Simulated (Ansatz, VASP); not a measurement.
# Two plane-wave programs on GaAs

INCAR

```
SYSTEM = GaAs
PREC = Accurate
ENCUT = 520
EDIFF = 1E-6
ISMEAR = -1
SIGMA = 0.05
LREAL = .False.
LASPH = .True.
NELM = 100
ALGO = Normal
ISIF = 2
LWAVE = .False.
LCHARG = .False.
GGA = B5
ALDAX = 1.0
AGGAX = 1.0
AGGAC = 1.0
ALDAC = 0.0
NBANDS = 16
```

Contents of KPOINTS:

```
Automatic mesh
0
Gamma
  8 8 8
  0 0 0
```

Contents of POSCAR:

```
GaAs
1.0
    0.0000000000      2.8455714065      2.8455714065
    2.8455714065      0.0000000000      2.8455714065
    2.8455714065      2.8455714065      0.0000000000
As Ga
1 1
Direct
    0.7500000000      0.7500000000      0.7500000000
    0.0000000000      0.0000000000      0.0000000000
```

The input input.yaml:

```yaml
crystal:
  lattice:
    - [0.0, 2.8455714065, 2.8455714065]
    - [2.8455714065, 0.0, 2.8455714065]
    - [2.8455714065, 2.8455714065, 0.0]
  atoms:
    - { symbol: As, position: [0.75, 0.75, 0.75] }
    - { symbol: Ga, position: [0.0, 0.0, 0.0] }
hamiltonian:
  xc: blyp
  pseudopotentials: { kind: paw }
kpoints:
  mp_grid: { grid: [8, 8, 8] }
scf:
  occupations: { method: fermi_dirac, width: 0.05 }
output:
  forces: true
  stress: true
  eigenvalues: true
```

Alike in both runs: task single point; functional BLYP; k mesh 8 × 8 × 8; occupations fermi-dirac, width 0.05 eV; no spin polarisation.

```csv
,VASP,Ansatz
version,VASP 6.6.1,Ansatz 0.2.0
potentials or method,"VASP PAW PBE potentials, release 64 (As, Ga_d)",Ansatz PAW
plane-wave cutoff (eV),520,420
valence electrons in the cell,18,28
```

VASP gave:

* gap on the k mesh at the Fermi level (eV): 0.24
* least direct gap on the mesh (eV): 0.24
* pressure (GPa): 5.7

Q: What did Ansatz give for the same quantities?

A: gap on the k mesh at the Fermi level (eV): 0.20; least direct gap on the mesh (eV): 0.20; pressure (GPa): 5.3.

The functional is the same, so the differences come from potentials, cutoffs and numerics. The two sets of potentials don't hold the same shells in valence.

Caveats: the PAW data sets were made with another functional, which shifts forces and pressure a little (VASP); the PAW data sets come from PBE, with cores solved anew for the run's functional, which leaves a small shift of forces and pressure (Ansatz).
